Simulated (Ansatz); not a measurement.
input.yaml

```yaml
crystal:
  lattice:
    - [-0.0343241124, 3.5119427238, 3.5505619002]
    - [3.5507438944, -0.0025479193, 3.518785707]
    - [3.5792441914, 3.5086668276, -0.0310482162]
  atoms:
    - { symbol: Rb, position: [0.0, 0.0, 0.0] }
basis:
  ecutwfc: 420
kpoints:
  mp_grid: { grid: [10, 10, 10] }
hamiltonian:
  xc: pbesol
scf:
  occupations: { method: gaussian, width: 0.1 }
output:
  forces: true
  stress: true
  eigenvalues: true
```

Command:
```bash
ansatz run input.yaml --threads 1 --pin off --max-ram 1331MiB --backend cpu --events-out ev --progress --plain --runs-dir out
```

These are results of Ansatz, DFT PBEsol, scalar-relativistic, plane waves, PAW, not measurements.

Part of what the program printed, abridged:

```
Pseudopotentials: kind: paw
Pseudopotential: Rb, paw, valence charge 9, recommended cutoff 420 eV (normal)
Functional definition: PBEsol
Crystal: 1 atom, lattice volume = 89.309 Å³
Basis set: ecut = 420 eV, 1765 PW (Γ), exchange–correlation on 72×72×72 points (8 copies of the dense FFT grid, shifted against one another)
Bands: 9, of which v1, the nominal top of the filled ones, is band 5 counted from 1 (4 counted from 0)
Symmetry: 2 space group operations
Space group: P-1 (ITA 2), of the structure as read, at distance tolerance 4.5e-5 Å
k-points: 504 of 1000
Initial density: superposition of atomic densities (neutral atoms: chi_scale 0, normalization atom), corrected by the library's trained network
Initial wavefunctions: pseudopotential atomic-orbital guess
Functional: x = pbesol(κ = 0.804, μ = 0.12345679), c = pbesol(β = 0.046)
SCF iter   1: F=—  HF=-3216.993433 eV  |F-HF|=—  |Δ(HF+E_count)|=         —  Δρ=5.85e-4  dr2=1.24e-4  ethr=1.77e-3  ⟨swp⟩=7.4  Hψ=38508  notcnv=0
SCF iter   2: F=—  HF=-3216.994147 eV  |F-HF|=—  |Δ(HF+E_count)|=   7.14e-4  Δρ=2.85e-4  dr2=5.56e-5  ethr=1.38e-6  ⟨swp⟩=3.2  Hψ=11930  notcnv=0
SCF iter   3: F=—  HF=-3216.994174 eV  |F-HF|=—  |Δ(HF+E_count)|=   2.72e-5  Δρ=6.93e-5  dr2=9.02e-6  ethr=6.18e-7  ⟨swp⟩=2.5  Hψ=6690  notcnv=0
SCF iter   4: F=—  HF=-3216.994178 eV  |F-HF|=—  |Δ(HF+E_count)|=   3.34e-6  Δρ=2.87e-5  dr2=2.15e-6  ethr=1.00e-7  ⟨swp⟩=1.2  Hψ=4506  notcnv=0
SCF iter   5: F=—  HF=-3216.994178 eV  |F-HF|=—  |Δ(HF+E_count)|=   4.92e-7  Δρ=1.52e-5  dr2=3.92e-7  ethr=2.39e-8  ⟨swp⟩=1.0  Hψ=4409  notcnv=0
SCF iter   6: F=-3216.994178 eV  HF=-3216.994178 eV  |F-HF|=9.75e-10  |Δ(HF+E_count)|=   6.22e-8  Δρ=3.11e-6  dr2=1.88e-8  ethr=1.11e-9  ⟨swp⟩=6.6  Hψ=23521  notcnv=0
SCF 1 converged in 6 iterations: F = -3216.994178 eV  dr2 = 1.88e-8
SCF converged after 6 iterations
Free energy (F): -3216.994178 eV
Harris-Foulkes:  -3216.994178 eV  (|F-HF|=9.75e-10)
Internal energy: -3216.989226 eV  (E = F + TS)
E sigma→0 (E₀):  -3216.991702 eV
Entropy (-TS):   -0.004953 eV (-4.953 meV/atom)
Fermi energy:    1.922499 eV
--- Per-component energies (eV) ---
  E_band       = -118.396072
  E_kinetic    = 190.818499
  E_local      = -706.514863  (includes V_loc(G=0)·N_el)
  E_nonlocal   = 175.143986
  E_hartree    = 197.263553
  E_xc         = -127.728780
  E_vxc        = -134.236925  (∫ρ·V_xc dr)
  E_paw        = -2569.276544  (= ΣΔE_a)
  E_vpaw       = -38.131626  (= ΣTr[D̂ρ^β])
  E_aug_tail   = -0.000001  (compensation charges beyond the density's cutoff)
  E_ewald      = -376.818747
  E_core_change = 0.123671  (= ΣΔE_core)
  E_smearing   = -0.004953  (= −TS)
--- Forces (eV/Å), atoms counted from 1 ---
  atom   1  Rb     0.00000000     0.00000000     0.00000000
--- Stress (GPa, compression-positive) ---
       -0.086537       0.003072       0.033072
        0.003072      -0.078209      -0.000645
        0.033072      -0.000645      -0.081457
  P = ⅓ Tr σ = -0.0821 GPa (-0.821 kbar)
--- Band table (eV; the first three rows and the last of 504) ---
  k-point 0: bands = ["-26.8871", "-10.9319", "-10.9309", "-10.9303", "-0.0481", "5.4849", "5.6010", "5.6164", "6.8631"]
  k-point 1: bands = ["-26.8868", "-10.9412", "-10.9324", "-10.9317", "0.0642", "5.2180", "5.6055", "5.6622", "6.7496"]
  k-point 2: bands = ["-26.8858", "-10.9666", "-10.9357", "-10.9351", "0.3909", "4.5902", "5.6505", "5.7048", "6.6683"]
  k-point 503: bands = ["-26.8828", "-11.0346", "-10.9472", "-10.9448", "2.1054", "2.6493", "5.2478", "5.4204", "7.6076"]
```

Self-consistency was reached.